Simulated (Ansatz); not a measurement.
# C28O: the cost of one run

Program: Ansatz 0.2.0. Level of theory: DFT PBE, scalar-relativistic, plane waves, PAW. These are calculated values, not measurements.

2 further runs of the same task are left out: 2 set aside as unsound or not needed.

## Step 1: The system as given

It takes space group R-3m (No. 166, trigonal). Conventional cell: a = 2.467 Å, b = 2.467 Å, c = 25.727 Å, α = 90.00°, β = 90.00°, γ = 120.00°. Around C (site symmetry 3m) lie 3 C at 1.42 Å.

Structure file:

```
CELL_PARAMETERS angstrom
1.23326 0.71202 8.57567
-1.23326 0.71202 8.57567
0.00000 -1.42404 8.57567
ATOMIC_POSITIONS crystal
C 0.91756 0.91756 0.91756
C 0.25089 0.25089 0.25089
C 0.74911 0.74911 0.74911
C 0.08244 0.08244 0.08244
```

It goes back to an entry of the Materials Project, which need not be the stable form.

This cell was relaxed beforehand with the same method: volume 11.30 Å³/atom, gap on the mesh 0.07 eV.

## Step 2: Relaxing the first end

The supercell's rows are -3 1 2; -1 -2 3; -1 0 2 in vectors of the relaxed cell. Atom 29 is the O that will move.

input.yaml

```yaml
crystal:
  lattice:
    - [-4.9330325265, -4.2721314856, 0.0]
    - [1.2332581316, -6.4081972285, 0.0]
    - [-1.2332581316, -3.5601095714, 8.5756686354]
  atoms:
    - { symbol: C, position: [0.7967237231, 0.939580866, 0.7526859734] }
    - { symbol: C, position: [0.939580866, 0.5110094374, 0.7526859734] }
    - { symbol: C, position: [0.5110094374, 0.7967237231, 0.7526859734] }
    - { symbol: C, position: [0.6538665803, 0.3681522946, 0.7526859734] }
    - { symbol: C, position: [0.2252951517, 0.6538665803, 0.7526859734] }
    - { symbol: C, position: [0.3681522946, 0.2252951517, 0.7526859734] }
    - { symbol: C, position: [0.0824380089, 0.0824380089, 0.7526859734] }
    - { symbol: C, position: [0.4633937967, 0.6062509395, 0.7526757528] }
    - { symbol: C, position: [0.6062509395, 0.177679511, 0.7526757528] }
    - { symbol: C, position: [0.177679511, 0.4633937967, 0.7526757528] }
    - { symbol: C, position: [0.3205366538, 0.0348223681, 0.7526757528] }
    - { symbol: C, position: [0.8919652252, 0.3205366538, 0.7526757528] }
    - { symbol: C, position: [0.0348223681, 0.8919652252, 0.7526757528] }
    - { symbol: C, position: [0.7491080824, 0.7491080824, 0.7526757528] }
    - { symbol: C, position: [0.9651776319, 0.1080347748, 0.2473242472] }
    - { symbol: C, position: [0.1080347748, 0.6794633462, 0.2473242472] }
    - { symbol: C, position: [0.6794633462, 0.9651776319, 0.2473242472] }
    - { symbol: C, position: [0.822320489, 0.5366062033, 0.2473242472] }
    - { symbol: C, position: [0.3937490605, 0.822320489, 0.2473242472] }
    - { symbol: C, position: [0.5366062033, 0.3937490605, 0.2473242472] }
    - { symbol: C, position: [0.2508919176, 0.2508919176, 0.2473242472] }
    - { symbol: C, position: [0.6318477054, 0.7747048483, 0.2473140266] }
    - { symbol: C, position: [0.7747048483, 0.3461334197, 0.2473140266] }
    - { symbol: C, position: [0.3461334197, 0.6318477054, 0.2473140266] }
    - { symbol: C, position: [0.4889905626, 0.2032762769, 0.2473140266] }
    - { symbol: C, position: [0.060419134, 0.4889905626, 0.2473140266] }
    - { symbol: C, position: [0.2032762769, 0.060419134, 0.2473140266] }
    - { symbol: C, position: [0.9175619911, 0.9175619911, 0.2473140266] }
    - { symbol: O, position: [0.5044676618, 0.4743592507, 0.5077434541] }
basis:
  ecutwfc: 420
  xc_grid: 2
kpoints:
  mp_grid: { grid: [4, 4, 4], shift: [0.0, 0.0, 0.0] }
hamiltonian:
  xc: pbe
scf:
  occupations: { method: gaussian, width: 0.1 }
output:
  forces: true
  stress: false
  eigenvalues: true
  write_density: true
  write_potential: true
  elf: true
  volumetric_format: npy
relax:
  adjacent_minimum: "off"
  f_tol: 0.02
  max_steps: 60
```

Launch:

```bash
$ ansatz run input.yaml --threads 4 --pin off --max-ram 10240MiB --backend cpu --events-out ev --progress --plain --runs-dir out
```

**Question.** How long does this run take on 4 threads of Intel Xeon 6975P-C (Granite Rapids), shared host, and how much memory does it need?

About 3.5 min, with a peak of 1.5 GiB.
